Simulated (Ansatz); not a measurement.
**KCl: stiffness from a series of strains**

```
CELL_PARAMETERS angstrom
3.63400 0.00000 0.00000
0.00000 3.63400 0.00000
0.00000 0.00000 3.63400
ATOMIC_POSITIONS crystal
K 0.00000 0.00000 0.00000
Cl 0.50000 0.50000 0.50000
```

Atom numbers follow the list: K1, Cl2.

Conventional cell: a = 3.634 Å, b = 3.634 Å, c = 3.634 Å, α = 90.00°, β = 90.00°, γ = 90.00°. K (atom 1) has 8 Cl at 3.15 Å as nearest neighbours. Around Cl (atom 2) lie 8 K at 3.15 Å.

The cell is COD entry 1000050, as deposited and not checked against the literature; nothing was relaxed.

All numbers below come from DFT, PBEsol, all-electron LAPW, scalar-relativistic (Ansatz 0.2.0).

Sampling and basis: a Γ-centred 7×7×7 k mesh, Fermi–Dirac smearing of 0.01 eV, basis error target 1 meV/atom, no spin polarisation.

The strain is applied along the Cartesian axes of the cell as listed (the other components stay zero). Fractional coordinates are held (clamped ions).

σ is the change of stress from the unstrained cell, which is at 2.28 GPa; tension is positive, so slopes are stress–strain coefficients at that pressure.

Only quantities that a quadratic follows smoothly over the whole series are listed; rougher ones are left out.

| εzz | σzz (GPa) | σxx (GPa) |
| --- | --- | --- |
| -0.0200 | -1.40 | -0.34 |
| -0.0100 | -0.68 | -0.16 |
| 0.0000 | 0.00 | 0.00 |
| 0.0200 | 1.27 | 0.29 |

Fit the series and read off the stiffness at zero strain.

Least-squares fits y = p0 + p1 x + p2 x² to the rows give σzz (GPa): p1 = 66.7, p2 = -170; σxx (GPa): p1 = 15.7, p2 = -66. So C11 = 67 GPa and C12 = 16 GPa, which gives B = (C11 + 2 C12)/3 = 33 GPa.

One run, at εzz = 0.0100, is withheld. Predict its row.

The fits give 0.65, 0.15; the run gave 0.65, 0.15.
